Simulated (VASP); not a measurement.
# Pb (P6_3/mmc) in VASP: notebook, part 2 of 2

VASP 6.6.1.

## 5. Equation of state, PBEsol, 29.90 Å³/atom (volume scaled by 1.02)

INCAR

```
ALGO = Normal
EDIFF = 1E-7
ENCUT = 520
GGA = PS
ISIF = 2
ISMEAR = -1
LASPH = True
LCHARG = False
LREAL = False
LWAVE = False
NBANDS = 21
NELM = 80
PREC = Accurate
SIGMA = 0.05
```

KPOINTS

```
k-points
0
Gamma
  9 9 5
```

POSCAR

```
Pb
1.0
    3.5030470293      0.0000000000      0.0000000000
   -1.7515235146      3.0337277180      0.0000000000
    0.0000000000      0.0000000000      5.6270209464
Pb
2
Direct
    0.6666666667      0.3333333333      0.7500000000
    0.3333333333      0.6666666667      0.2500000000
```

On the command line:

```bash
$ cat potpaw_PBE.64/Pb_d/POTCAR > POTCAR
$ mpirun -np 1 vasp_std > vasp.out
```

Run time: 32 s. Hardware: 1 thread of Intel Xeon Platinum 8259CL at 2.50GHz (Skylake/Cascade Lake), shared host; peak memory 0.19 GiB.

It converged, with:

```yaml
Free_energy: -7.9503 eV
Pressure: 0.0 GPa
Band_gap_on_the_k_mesh: none (metal or under the smearing width)
```

Caveat: the PAW data sets were made with another functional, which shifts forces and pressure a little.

## 6. Equation of state, PBEsol, 30.49 Å³/atom (volume scaled by 1.04)

INCAR is that of step 5.

KPOINTS is that of step 5.

POSCAR

```
Pb
1.0
    3.5257947253      0.0000000000      0.0000000000
   -1.7628973626      3.0534278007      0.0000000000
    0.0000000000      0.0000000000      5.6635610674
Pb
2
Direct
    0.6666666667      0.3333333333      0.7500000000
    0.3333333333      0.6666666667      0.2500000000
```

Potentials or basis: VASP PAW PBE potentials, release 64 (Pb_d).

On the command line:

```bash
$ cat potpaw_PBE.64/Pb_d/POTCAR > POTCAR
$ mpirun -np 1 vasp_std > vasp.out
```

Run time: 32 s. Hardware: 1 thread of Intel Xeon Platinum 8259CL at 2.50GHz (Skylake/Cascade Lake), shared host; peak memory 0.18 GiB.

Results (log left out):

```
Free energy            : -7.9481 eV
Pressure               : -0.8 GPa
Band gap on the k mesh : none (metal or under the smearing width)
```

Caveat: the PAW data sets were made with another functional, which shifts forces and pressure a little.

## 7. Equation of state, PBEsol, 31.07 Å³/atom (volume scaled by 1.06)

INCAR is that of step 6.

KPOINTS is that of step 6.

POSCAR

```
Pb
1.0
    3.5482526220      0.0000000000      0.0000000000
   -1.7741263110      3.0728769098      0.0000000000
    0.0000000000      0.0000000000      5.6996356773
Pb
2
Direct
    0.6666666667      0.3333333333      0.7500000000
    0.3333333333      0.6666666667      0.2500000000
```

On the command line:

```bash
$ cat potpaw_PBE.64/Pb_d/POTCAR > POTCAR
$ mpirun -np 1 vasp_std > vasp.out
```

It took 33 s on 1 thread of Intel Xeon Platinum 8259CL at 2.50GHz (Skylake/Cascade Lake), shared host; peak memory 0.19 GiB.

The run converged. Its results:

| Item | Value |
| --- | --- |
| Free energy | -7.9403 eV |
| Pressure | -1.5 GPa |
| Band gap on the k mesh | none (metal or under the smearing width) |

Caveat: the PAW data sets were made with another functional, which shifts forces and pressure a little.

## 8. Equation of state, PBEsol

Potentials or basis: VASP PAW PBE potentials, release 64 (Pb_d).

This step only gathers the single runs of the series.

What came out:

```yaml
Equilibrium_volume: 29.99 Å³/atom
Bulk_modulus_at_fixed_shape_and_positions: 45 GPa
Pressure_derivative_of_the_bulk_modulus: 5.6
```

Energy against volume, from the lowest point:
| volume (Å³/atom) | energy (meV/atom) |
| --- | --- |
| 27.555 | 32.96 |
| 28.141 | 18.12 |
| 28.727 | 8.04 |
| 29.314 | 2.18 |
| 29.900 | 0.00 |
| 30.486 | 1.09 |
| 31.073 | 5.03 |

Caveat: the cell was scaled at fixed shape and fractional positions, which overstates the stiffness of a crystal with free parameters, most of all of layers and chains; the PAW data sets were made with another functional, which shifts forces and pressure a little. The run has no spin-orbit coupling, so splittings on Pb are missing.

## 9. Equation of state, PBE, 27.55 Å³/atom (volume scaled by 0.94)

INCAR

```
ALGO     = Normal         # electronic algorithm
EDIFF    = 1E-7           # SCF threshold, eV
ENCUT    = 520            # plane-wave cutoff, eV
GGA      = PE             # functional
ISIF     = 2              # what is computed and relaxed
ISMEAR   = -1             # smearing method
LASPH    = T              # aspherical terms in the spheres
LCHARG   = F              # write CHGCAR
LREAL    = F              # projectors in reciprocal space
LWAVE    = F              # write WAVECAR
NBANDS   = 21             # bands
NELM     = 80             # most SCF steps
PREC     = Accurate       # precision mode
SIGMA    = 0.05           # smearing width, eV
```

KPOINTS is that of step 7.

POSCAR

```
Pb
1.0
    3.4089596583      0.0000000000      0.0000000000
   -1.7044798292      2.9522456646      0.0000000000
    0.0000000000      0.0000000000      5.4758863477
Pb
2
Direct
    0.6666666667      0.3333333333      0.7500000000
    0.3333333333      0.6666666667      0.2500000000
```

Potentials or basis: VASP PAW PBE potentials, release 64 (Pb_d).

On the command line:

```bash
$ cat potpaw_PBE.64/Pb_d/POTCAR > POTCAR
$ mpirun -np 1 vasp_std > vasp.out
```

Run time: 29 s. Hardware: 1 thread of Intel Xeon Platinum 8488C (Sapphire Rapids), shared host; peak memory 0.18 GiB.

The run converged. Its results:

| Property | Result |
| --- | --- |
| Free energy | -6.8810 eV |
| Pressure | 8.1 GPa |
| Band gap on the k mesh | none (metal or under the smearing width) |

## 10. Equation of state, PBE, 28.14 Å³/atom (volume scaled by 0.96)

INCAR

```
PREC = Accurate
ENCUT = 520
EDIFF = 1E-7
ISMEAR = -1
SIGMA = 0.05
LREAL = F
LASPH = T
NELM = 100
ALGO = Normal
ISIF = 2
LWAVE = F
LCHARG = F
GGA = PE
NBANDS = 21
```

KPOINTS

```
Automatic mesh
0
Gamma
  9 9 5
```

POSCAR

```
Pb
1.0
    3.4329672075      0.0000000000      0.0000000000
   -1.7164836037      2.9730368121      0.0000000000
    0.0000000000      0.0000000000      5.5144501982
Pb
2
Direct
    0.6666666667      0.3333333333      0.7500000000
    0.3333333333      0.6666666667      0.2500000000
```

On the command line:

```bash
$ cat potpaw_PBE.64/Pb_d/POTCAR > POTCAR
$ mpirun -np 1 vasp_std > vasp.out
```

Run time: 29 s. Hardware: 1 thread of Intel Xeon Platinum 8488C (Sapphire Rapids), shared host; peak memory 0.19 GiB.

The run converged. Its results:

```yaml
Free_energy: -6.9355 eV
Pressure: 6.6 GPa
Band_gap_on_the_k_mesh: none (metal or under the smearing width)
```

## 11. Equation of state, PBE, 28.73 Å³/atom (volume scaled by 0.98)

INCAR

```
SYSTEM = Pb
PREC = Accurate
ENCUT = 520
EDIFF = 1E-7
ISMEAR = -1
SIGMA = 0.05
LREAL = .FALSE.
LASPH = .TRUE.
NELM = 80
ALGO = Normal
ISIF = 2
LWAVE = .FALSE.
LCHARG = .FALSE.
GGA = PE
NBANDS = 21
```

KPOINTS

```
Automatic mesh
0
G
  9 9 5
  0 0 0
```

POSCAR

```
Pb
1.0
    3.4566435916      0.0000000000      0.0000000000
   -1.7283217958      2.9935411621      0.0000000000
    0.0000000000      0.0000000000      5.5524820910
Pb
2
Direct
    0.6666666667      0.3333333333      0.7500000000
    0.3333333333      0.6666666667      0.2500000000
```

On the command line:

```bash
$ cat potpaw_PBE.64/Pb_d/POTCAR > POTCAR
$ mpirun -np 1 vasp_std > vasp.out
```

It took 36 s on 1 thread of Intel Xeon Platinum 8488C (Sapphire Rapids), shared host; peak memory 0.18 GiB.

It converged, with:

| Item | Value |
| --- | --- |
| Free energy | -6.9796 eV |
| Pressure | 5.3 GPa |
| Band gap on the k mesh | none (metal or under the smearing width) |

## 12. Equation of state, PBE, 29.90 Å³/atom (volume scaled by 1.02)

INCAR

```
PREC = Accurate
ENCUT = 520
EDIFF = 1E-7
ISMEAR = -1
SIGMA = 0.05
LREAL = False
LASPH = True
NELM = 100
ALGO = Normal
ISIF = 2
LWAVE = False
LCHARG = False
GGA = PE
NBANDS = 21
```

KPOINTS

```
regular mesh
0
Gamma
  9 9 5
```

POSCAR

```
Pb
1.0
    3.5030470293      0.0000000000      0.0000000000
   -1.7515235146      3.0337277180      0.0000000000
    0.0000000000      0.0000000000      5.6270209464
Pb
2
Direct
    0.6666666667      0.3333333333      0.7500000000
    0.3333333333      0.6666666667      0.2500000000
```

Potentials or basis: VASP PAW PBE potentials, release 64 (Pb_d).

On the command line:

```bash
$ cat potpaw_PBE.64/Pb_d/POTCAR > POTCAR
$ mpirun -np 1 vasp_std > vasp.out
```

Wall time 38 s (1 thread of Intel Xeon Platinum 8488C (Sapphire Rapids), shared host); peak memory 0.18 GiB.

The run converged. Its results:

```
Free energy            : -7.0408 eV
Pressure               : 3.0 GPa
Band gap on the k mesh : none (metal or under the smearing width)
```

## 13. Equation of state, PBE, 30.49 Å³/atom (volume scaled by 1.04)

INCAR

```
SYSTEM = Pb
PREC = Accurate ; ENCUT = 520
EDIFF = 1E-7 ; ISMEAR = -1
SIGMA = 0.05 ; LREAL = .False.
LASPH = .True. ; NELM = 60
ALGO = Normal ; ISIF = 2
LWAVE = .False. ; LCHARG = .False.
GGA = PE ; NBANDS = 21
```

KPOINTS

```
regular mesh
0
Gamma
  9 9 5
  0 0 0
```

POSCAR

```
Pb
1.0
    3.5257947253      0.0000000000      0.0000000000
   -1.7628973626      3.0534278007      0.0000000000
    0.0000000000      0.0000000000      5.6635610674
Pb
2
Direct
    0.6666666667      0.3333333333      0.7500000000
    0.3333333333      0.6666666667      0.2500000000
```

On the command line:

```bash
$ cat potpaw_PBE.64/Pb_d/POTCAR > POTCAR
$ mpirun -np 1 vasp_std > vasp.out
```

Run time: 34 s. Hardware: 1 thread of Intel Xeon Platinum 8488C (Sapphire Rapids), shared host; peak memory 0.19 GiB.

The run converged. Its results:

```
Free energy            : -7.0598 eV
Pressure               : 2.1 GPa
Band gap on the k mesh : none (metal or under the smearing width)
```

## 14. Equation of state, PBE, 31.07 Å³/atom (volume scaled by 1.06)

INCAR

```
ALGO = Normal
EDIFF = 1E-7
ENCUT = 520
GGA = PE
ISIF = 2
ISMEAR = -1
LASPH = True
LCHARG = False
LREAL = False
LWAVE = False
NBANDS = 21
NELM = 80
PREC = Accurate
SIGMA = 0.05
```

KPOINTS

```
k-points
0
Gamma
  9 9 5
```

POSCAR

```
Pb
1.0
    3.5482526220      0.0000000000      0.0000000000
   -1.7741263110      3.0728769098      0.0000000000
    0.0000000000      0.0000000000      5.6996356773
Pb
2
Direct
    0.6666666667      0.3333333333      0.7500000000
    0.3333333333      0.6666666667      0.2500000000
```

On the command line:

```bash
$ cat potpaw_PBE.64/Pb_d/POTCAR > POTCAR
$ mpirun -np 1 vasp_std > vasp.out
```

Run time: 36 s. Hardware: 1 thread of Intel Xeon Platinum 8488C (Sapphire Rapids), shared host; peak memory 0.18 GiB.

The run converged. Its results:

```
Free energy            : -7.0724 eV
Pressure               : 1.2 GPa
Band gap on the k mesh : none (metal or under the smearing width)
```

## 15. Equation of state, PBE

Potentials or basis: VASP PAW PBE potentials, release 64 (Pb_d).

No new run: the results of the series are fitted here.

What came out:

```yaml
Equilibrium_volume: "32.16 Å³/atom (rough: see the caveat)"
Bulk_modulus_at_fixed_shape_and_positions: 35 GPa (rough)
```

Energy against volume, from the lowest point:
```tsv
volume (Å³/atom)	energy (meV/atom)
27.555	95.73
28.141	68.44
28.727	46.41
29.314	29.06
29.900	15.83
30.486	6.30
31.073	0.00
```

Caveat: the minimum lies outside the volumes run; the cell was scaled at fixed shape and fractional positions, which overstates the stiffness of a crystal with free parameters, most of all of layers and chains. Spin-orbit coupling is left out, which matters for the levels of Pb.
